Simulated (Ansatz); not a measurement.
# ZrS: a line through a two-coordinate scan

The task here is to estimate one member of a computed series from the others.

The COD entry's cell or inner coordinates are ideal or old and differ from later refinements, so a difference from it is no clean test against experiment.

Program: Ansatz 0.2.0. Level of theory: DFT PBEsol, scalar-relativistic, plane waves, PAW. These are calculated values, not measurements.

16 further runs of the same task are left out: 16 set aside as unsound or not needed.

## The system as given

It takes space group Fm-3m (No. 225, cubic). The conventional cell has a = 5.167 Å, b = 5.167 Å, c = 5.167 Å, α = 90.00°, β = 90.00°, γ = 90.00°. Zr (site symmetry m-3m) is surrounded by 6 S at 2.58 Å. S (site symmetry m-3m) has 6 Zr at 2.58 Å as nearest neighbours.

Structure file:

```
Zr S
1.0
     0.00000    2.58338    2.58338
     2.58338    0.00000    2.58338
     2.58338    2.58338    0.00000
Zr S
1 1
Direct
  0.00000 0.00000 0.00000
  0.50000 0.50000 0.50000
```

## The scan

The energy is mapped over volume and the cell's shape.

The axes are (1) volume per atom: 7 values from 14.48 to 20.00 Å³; (2) length along [111] over the lengths across it, relative to the cubic cell: 7 values from 0.834 to 1.200.

Nothing else is relaxed (symmetry fixes all fractional coordinates). Energies count from the relaxed crystal. Points are written as (first, second).

The first run:

input.yaml reads:

```yaml
crystal:
  lattice:
    - [-0.0976685992, 2.38964717, 2.38964717]
    - [2.38964717, -0.0976685992, 2.38964717]
    - [2.38964717, 2.38964717, -0.0976685992]
  atoms:
    - { symbol: Zr, position: [0.0, 0.0, 0.0] }
    - { symbol: S, position: [0.5, 0.5, 0.5] }
basis:
  ecutwfc: 420
kpoints:
  mp_grid: { grid: [16, 16, 16] }
hamiltonian:
  xc: pbesol
  pseudopotentials: { kind: paw, azcp: { folder: soft_1 } }
scf:
  occupations: { method: gaussian, width: 0.15 }
output:
  forces: true
  stress: true
  eigenvalues: true
```

The run is started by

```
$ ansatz run input.yaml --threads 1 --pin off --max-ram 2048MiB --backend cpu --events-out ev --progress --plain --runs-dir out
```

Steps of the session up to this table: Grid point (14.48 Å³, 0.941); Grid point (16.32 Å³, 0.941); The run at (17.24 Å³, 0.941); The run at (18.16 Å³, 0.941); Grid point (19.08 Å³, 0.941); Grid point (20.00 Å³, 0.941).

One table of the session follows, with a row left open; its other results are not shown here.

| volume per atom (Å³) | energy (meV/atom) | slope (meV/atom per Å³) | pressure (GPa) |
| --- | --- | --- | --- |
| 14.48 | 286 | −235 | 37.7 |
| 15.40 | 119 | −133 | 21.3 |
| 16.32 | 33 | −57 | 9.1 |
| 17.24 | ? | ? | ? |
| 18.16 | 28 | 43 | −6.8 |
| 19.08 | 83 | 74 | −11.9 |
| 20.00 | 163 | 98 | −15.7 |

Estimate the missing values for volume per atom (Å³) = 17.24.

Worked estimate for «energy (meV/atom)». A straight line through the neighbours (16.32, 33) and (18.16, 28) gives 33 + (28 − 33) × (17.24 − 16.32) / (18.16 − 16.32) = 31; a parabola fitted to 4 rows on both sides gives 7.

The run gave: energy (meV/atom): 8; slope (meV/atom per Å³): 0; pressure (GPa): 0.0. In «energy (meV/atom)» the line misses by +23 and the parabola by -1.

Energies count from the relaxed crystal. Rows without a step come from runs not printed here or follow by symmetry. Slopes come from the forces (and the stress, where the cell changes), not from differences of energies.

Along the line the energy is lowest at 17.24 Å³, 8 meV/atom from the zero. A fit to energies and slopes at the lowest point and its two neighbours puts the minimum at 17.242 Å³, with a curvature of about 53 meV/atom per (Å³)². V·d²E/dV² there is about 150 GPa, a bulk modulus under this line's constraint. The well is lopsided: two grid steps out, the energy rises by 111 meV/atom towards smaller values and 75 meV/atom towards larger ones. The highest point computed, at 14.48 Å³, lies 278 meV/atom above the lowest. This is one cut through a surface in two coordinates; the map's lowest point lies off it.

To keep in mind: Warnings in the runs' records: pseudo functional mismatch.
